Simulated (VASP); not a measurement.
Here is a VASP 6.6.1 calculation.

The input POSCAR:

```
Bi
1.0
   -1.9992039637      1.9992039637      1.9992039637
    1.9992039637     -1.9992039637      1.9992039637
    1.9992039637      1.9992039637     -1.9992039637
Bi
1
Direct
    0.0000000000      0.0000000000      0.0000000000
```

Contents of INCAR.step1:

```
SYSTEM = Bi
PREC = Accurate
ENCUT = 520
ISMEAR = 0
SIGMA = 0.1
LREAL = .False.
LASPH = .True.
NELM = 100
NBANDS = 14
GGA = PE
ALGO = Normal
EDIFF = 1E-4
LWAVE = .True.
LCHARG = .False.
```

Contents of INCAR.step2:

```
SYSTEM = Bi
PREC = Accurate
ENCUT = 520
EDIFF = 1E-6
ISMEAR = 0
SIGMA = 0.1
LREAL = .False.
LASPH = .True.
NELM = 100
ALGO = Normal
ISIF = 2
LWAVE = .False.
LCHARG = .False.
METAGGA = R2SCAN
LMIXTAU = .True.
NBANDS = 14
ISTART = 1
```

File KPOINTS:

```
Automatic mesh
0
Gamma
  16 16 16
  0 0 0
```

Potentials or basis: VASP PAW PBE potentials, release 64 (Bi_d).

Command:

```console
$ cat potpaw_PBE.64/Bi_d/POTCAR > POTCAR
$ cp INCAR.step1 INCAR
$ mpirun -np 1 vasp_std > vasp.out
$ cp INCAR.step2 INCAR
$ mpirun -np 1 vasp_std > vasp.out
```

Task: Estimate the pressure.

Result: -1.5 GPa.

Task: What does it give for the band gap on the k mesh?

Result: None (metal or under the smearing width).

Caveat: the PAW data sets were made with another functional, which shifts forces and pressure a little; spin-orbit coupling is left out, which moves the levels of the heavy elements.
